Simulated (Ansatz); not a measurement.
# CuO (C2/c): the listed cell

Aim: the state of CuO (C2/c) with the cell held as listed.

Program: Ansatz 0.2.0. Level of theory: DFT PBE+U (U_eff = 4 eV on Cu 3d), scalar-relativistic, plane waves, PAW. These are calculated values, not measurements.

## 1. The structure to begin with

It takes space group C2/c (No. 15, monoclinic). Conventional cell: a = 4.684 Å, b = 3.423 Å, c = 5.129 Å, α = 90.00°, β = 99.54°, γ = 90.00°. Cu (site symmetry -1) is surrounded by 4 O at 1.95 to 1.96 Å. O (site symmetry 2) is surrounded by 4 Cu at 1.95 to 1.96 Å.

Coordinates:

```xyz
4
Lattice="2.3418 -1.7113 0.0000 2.3418 1.7113 0.0000 -0.8500 0.0000 5.0579" Properties=species:S:1:pos:R:3 pbc="T T T"
Cu    1.1709    0.8557    0.0000
Cu    0.7459   -0.8557    2.5289
O     2.1293   -0.2793    1.2645
O     1.7043    0.2793    3.7934
```

Starting moments: Cu 1.00 μB.

## 2. The listed cell

Contents of input.yaml:

```yaml
crystal:
  lattice:
    - [2.34185, -1.7113, 0.0]
    - [2.34185, 1.7113, 0.0]
    - [-0.8500274268, 0.0, 5.0578693947]
  atoms:
    - { symbol: Cu, position: [0.0, 0.5, 0.0], spin: 1.0 }
    - { symbol: Cu, position: [0.5, 0.0, 0.5], spin: 1.0 }
    - { symbol: O, position: [0.5816, 0.4184, 0.25] }
    - { symbol: O, position: [0.4184, 0.5816, 0.75] }
basis:
  ecutwfc: 420
  ecutrho_ratio: 4
kpoints:
  mp_grid: { grid: [10, 10, 6] }
hamiltonian:
  xc: pbe
  hubbard: { sites: [{ species: Cu, l: d, u_eff: 4.0 }] }
scf:
  occupations: { method: gaussian, width: 0.05 }
output:
  forces: true
  stress: true
  eigenvalues: true
  populations: true
magnetization:
  spin_polarized: true
relax:
  f_tol: 0.01
  max_steps: 40
  cell: { stress_tol: 0.1, fix: [volume] }
```

The run is started by

```bash
> ansatz run input.yaml --threads 4 --pin off --max-ram 10240MiB --backend cpu --events-out ev --progress --plain --runs-dir out
```

What does the calculation give? Wanted: volume; pressure; conventional cell; gap on the mesh; moments in the spheres.

The runs gave:

| quantity | value |
| --- | --- |
| volume | 10.135 Å³/atom |
| pressure | 10.71 GPa |
| conventional cell | a = 4.594 Å, b = 3.452 Å, c = 5.159 Å, α = 90.00°, β = 97.60°, γ = 90.00° |
| gap on the mesh | none (metal) |
| moments in the spheres | Cu 0.60; O 0.32 μB |

What this shows: Held at the listed cell, this level shows 10.7 GPa, so it wants a larger volume. Only the order of the starting moments is followed; others weren't tried in this session. With a Hubbard U or exact exchange the result depends on the state in which the open shell ends, and a lower one can't be excluded.
